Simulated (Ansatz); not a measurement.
Runs of Ansatz 0.2.0 on Yb. It takes space group Fm-3m (No. 225, cubic). Conventional cell: a = 5.486 Å, b = 5.486 Å, c = 5.486 Å, α = 90.00°, β = 90.00°, γ = 90.00°. Around Yb (site symmetry m-3m) lie 12 Yb at 3.88 Å. 

```tsv
task	level	potentials or basis	spin	U	cutoff (eV)	smearing	driver	hubbard projectors	double counting	other keys	gap on the mesh (eV)	pressure (GPa)	moment (μB)
electric field gradients	PBE	Ansatz PAW	non-collinear, ferromagnetic start, SOC	-	420	tetrahedron-uncorrected	chain	-	-	scf.occupations.width = left out; …	none	-2.8	0.00
atomic charges	PBE+D3(BJ)	SSSP efficiency PAW	non-collinear, ferromagnetic start	-	544	fermi-dirac 0.01 eV	chain	-	-	-	none	-3.9	0.00
single point	rPW86-PBE+rVV10	SSSP precision PAW	collinear, program default start	-	544	fermi-dirac 0.025 eV	chain	-	-	-	none	-3.8	0.00
density of states	LDA+U	JTH PAW	collinear, ferromagnetic start	Yb f U = 8 eV	720	methfessel-paxton 0.1 eV	chain	ortho-atomic	fll (the default)	-	0.05	(a)	0.00
single point	revPBE+U	Ansatz PAW	collinear, ferromagnetic start	Yb f U = 5 eV	420	tetrahedron-uncorrected	chain	all-electron-ortho-atomic	fll (the default)	scf.occupations.width = left out; …	none	(b)	0.00
single point	rPW86-PBE+rVV10	SSSP precision PAW	collinear, program default start	-	544	fermi-dirac 0.025 eV	-	-	-	-	none	-3.8	0.00
```

Alike in all rows: cell as given; k mesh 8 × 8 × 8.

**Question.** Estimate the missing entries.

**Answer.** (a) -4.0; (b) 0.2.

Caveats: the starting moments weren't kept (some runs); spin-orbit coupling is left out, which moves the levels of the heavy elements (some runs); pairwise dispersion overbinds metals, which lowers pressure and volume (some runs); the potentials were made for another functional, which shifts forces and pressure (some runs); the magnetic or orbital state may not be the lowest (some runs); the thresholds are loose for stress (some runs).

A k mesh can miss the band edges, and rows without SOC leave out spin-orbit coupling on Yb.

A gap of «none» marks a metal or a gap under the smearing width.
